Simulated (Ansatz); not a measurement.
The cell is COD entry 1534903, as deposited and not checked against the literature; nothing was relaxed. The listed cell was then made from it by scaling, straining or moving an atom.

An input for Nb: DFT, PBE, all-electron PAW with datasets made for the crystal, scalar-relativistic (Ansatz 0.2.0).

Command: `ansatz run input.yaml --threads 1 --pin off --max-ram 2048MiB --backend cpu --events-out ev --progress --plain --runs-dir out` The run took 7.9 s on 1 thread of Arm Neoverse V1 (shared host), peak memory 0.34 GiB.

```yaml
crystal:
  lattice:
    - [0.0, 2.1256549794, 2.09385]
    - [2.1256549794, 0.0, 2.09385]
    - [2.1256549794, 2.1256549794, 0.0]
  atoms:
    - { symbol: Nb, position: [0.0, 0.0, 0.0] }
kpoints:
  mp_grid: { grid: [13, 13, 13] }
scf:
  occupations: { method: fermi_dirac, width: 0.08 }
hamiltonian:
  xc: pbe
  pseudopotentials: { kind: all_electron, datasets: crystal }
output:
  forces: true
  stress: true
  eigenvalues: true
  efg: { contact_densities: true }
```

The results part of the log:

```
SCF 1 converged in 7 iterations: F = -103945.412503 eV  dr2 = 2.08e-10
  Residual-converged pass: ⟨swp⟩=3.1  Hψ=4486  notcnv=0  max |occ|·‖R‖ = 3.7e-6 eV (tolerance 3.7e-6 eV)  dr2=2.20e-10  dr2_onsite=1.54e-10  max |Δocc| = 3.4e-10
  greatest PAW one-centre occupation: 0.995 electrons in one spin orbital (limit 2), on the Nb atom at site 0 (counted from 0), in its partial waves of l = 0
SCF converged after 7 iterations
Free energy (F): -103945.412503 eV
Harris-Foulkes:  -103945.412503 eV  (|F-HF|=7.28e-11)
Internal energy: -103945.379615 eV  (E = F + TS)
E sigma→0 (E₀):  -103945.396059 eV
Entropy (-TS):   -0.032888 eV (-32.888 meV/atom)
Past the cutoff: the bands carry plane waves up to 1.75 times it, of which those up to 1.5 times it add -0.000452 eV an atom, each by itself; the spheres take 0.000287 eV an atom off the energy for waves past 1.75 times it
By the cutoff:   a pressure is off by up to 0.007 GPa (1.2 times the spheres' own share and the shells' term, over an atom's volume, and 0.004 GPa: a bound that held against runs at twice the plane waves)
Past the cutoffs: a stress includes 0.0008 GPa for waves and charges beyond them, in addition to the slope of what the spheres take
In the spheres:  the bands' charges fall short by 4.9e-7 e at most (sound up to 1e-3)
Fermi energy:    19.169377 eV
--- Per-component energies (eV) ---
  The terms above E_closure are by the made datasets' own strengths, without shells solved beside the bands.
--- Forces (eV/Å), atoms counted from 1 ---
  atom   1  Nb    -0.00000000     0.00000000     0.00000000
  max |Σ_I F_I| component: 3.08e-33 eV/Å
--- Stress (GPa, compression-positive) ---
        0.171196       0.000000       0.000000
        0.000000       0.171196      -0.000000
        0.000000      -0.000000      -3.830990
  P = ⅓ Tr σ = -1.1629 GPa (-11.629 kbar)
--- PAW observables at the nuclei: V_zz in 10²¹ V/m², potentials from the cell's mean, atoms counted from 1 ---
  atom   1  Nb V_zz =    +0.909264   η = 0.0000   by run symmetry: allowed
            electrostatic potential = -6143.847906 V   contact ρ = 540987.530672 e/Å³
--- Band table (eV; the first three rows and the last of 196) ---
  k-point 0: bands = ["-35.5890", "-11.0064", "-11.0064", "-11.0053", "13.0140", "19.2338", "19.2338", "19.4077", "21.7392"]
  k-point 1: bands = ["-35.5785", "-11.0767", "-11.0158", "-11.0137", "13.2309", "19.1091", "19.3319", "19.4650", "21.6596"]
  k-point 2: bands = ["-35.5491", "-11.2695", "-11.0420", "-11.0360", "13.8279", "18.7532", "19.5394", "19.6728", "21.5531"]
  k-point 195: bands = ["-35.3329", "-12.0707", "-11.4664", "-11.4281", "15.2885", "15.9938", "22.1310", "23.4877", "24.2582"]
```
